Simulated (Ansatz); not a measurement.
**GaCuSe2 in Ansatz: convergence with scf exx energy threshold**

Input of the first run (scf exx energy threshold 0.01); the others differ in this setting and in those tied to it:

Contents of input.yaml:

```yaml
crystal:
  lattice:
    - [3.774416, 0.0, 0.0]
    - [0.0, 3.774416, 0.0]
    - [0.0, 0.0, 5.265891]
  atoms:
    - { symbol: Se, position: [0.5, 0.5, 0.0] }
    - { symbol: Se, position: [0.0, 0.0, 0.5] }
    - { symbol: Ga, position: [0.5, 0.5, 0.5] }
    - { symbol: Cu, position: [0.0, 0.0, 0.0] }
hamiltonian:
  xc: hse06
  pseudopotentials: { kind: paw }
kpoints:
  mp_grid: { grid: [4, 4, 3] }
scf:
  occupations: { method: fermi_dirac, width: 0.05 }
  exx: { energy_threshold: 0.01 }
output:
  forces: true
  stress: true
  eigenvalues: true
```

Potentials or basis: Ansatz PAW.

The run is started by

```sh
$ ansatz run input.yaml --threads 2 --pin off --max-ram 5632MiB --backend cpu --events-out ev --progress --plain --runs-dir out
```

Measurements of this composition are mostly on another form, of space group No. 122.

Hardware: 2 threads of Arm Neoverse V2, with other jobs on the host.

```csv
scf exx energy threshold,"energy less the tightest run, at zero smearing (meV/atom)",SCF cycles,CPU time (s),peak memory (GiB)
0.01,0.00,28,50,1.3
0.001,0.00,28,51,1.3
0.0001,0.00,28,51,1.3
1e-05,0.00,29,49,1.3
1e-06,0.00,33,53,1.3
1e-07,0.00,35,54,1.3
```

Against the tightest run, the energy stays within 1 meV/atom from 0.01 on. The tightest run that finished is the yardstick and may itself not be fully converged.

Caveat, for the tightest run too: the k mesh is coarse (spacing up to 0.42 Å⁻¹), so the values aren't converged, least of all with exact exchange; the run has no spin polarisation, though such a crystal can be magnetic.
